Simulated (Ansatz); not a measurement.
Write the native input for Ansatz 0.2.0 that does the following.

```yaml
Task: relaxation of cell and atoms
Functional: PBEsol
Potentials_or_basis: Ansatz PAW
Cutoff: "420 eV (not typed: the program's choice for these potentials)"
k_mesh: 10 × 10 × 6
Occupations: fermi-dirac, width 0.05 eV
Spin: no spin polarisation
Target_pressure: 5 GPa
Target_pressure_GPa: 5
```

The system is Ti.

```xyz
2
Lattice="2.9500 0.0000 0.0000 -1.4750 2.5548 0.0000 0.0000 0.0000 4.6800" Properties=species:S:1:pos:R:3 pbc="T T T"
Ti    1.4750    0.8516    3.5100
Ti    0.0000    1.7032    1.1700
```

The input as run:

input.yaml

```yaml
crystal:
  lattice:
    - [2.95, 0.0, 0.0]
    - [-1.475, 2.5547749412, 0.0]
    - [0.0, 0.0, 4.68]
  atoms:
    - { symbol: Ti, position: [0.6666666667, 0.3333333333, 0.75] }
    - { symbol: Ti, position: [0.3333333333, 0.6666666667, 0.25] }
hamiltonian:
  xc: pbesol
  pseudopotentials: { kind: paw }
kpoints:
  mp_grid: { grid: [10, 10, 6] }
scf:
  occupations: { method: fermi_dirac, width: 0.05 }
output:
  forces: true
  stress: true
  eigenvalues: true
relax:
  f_tol: 0.01
  max_steps: 40
  cell: { stress_tol: 0.05, p_target: 5.0 }
```

Potentials or basis: Ansatz PAW.

Command:

```console
$ ansatz run input.yaml --threads 2 --pin off --max-ram 5632MiB --backend cpu --events-out ev --progress --plain --runs-dir out
```

Results of the run:

- Relaxed volume: 16.08 Å³/atom
- Relaxed cell: a = 2.866 Å, b = 2.866 Å, c = 4.521 Å, α = 90.00°, β = 90.00°, γ = 120.00°
- Space group after relaxing (to 0.05 Å): P6_3/mmc (No. 194)
- Energy change on relaxing (the enthalpy is what falls): -7.1 meV/atom
- Ionic steps: 7
- Pressure after relaxing: 5.0 GPa
- Band gap on the k mesh: none (metal or under the smearing width)

Caveat: the plane-wave basis is chosen anew once the cell has moved, so the energies of steps on either side of that aren't comparable; the PAW data sets come from PBE, with cores solved anew for the run's functional, which leaves a small shift of forces and pressure.

Run time: 5.5 s on 2 threads of Arm Neoverse V2 (shared host), peak memory 0.33 GiB.
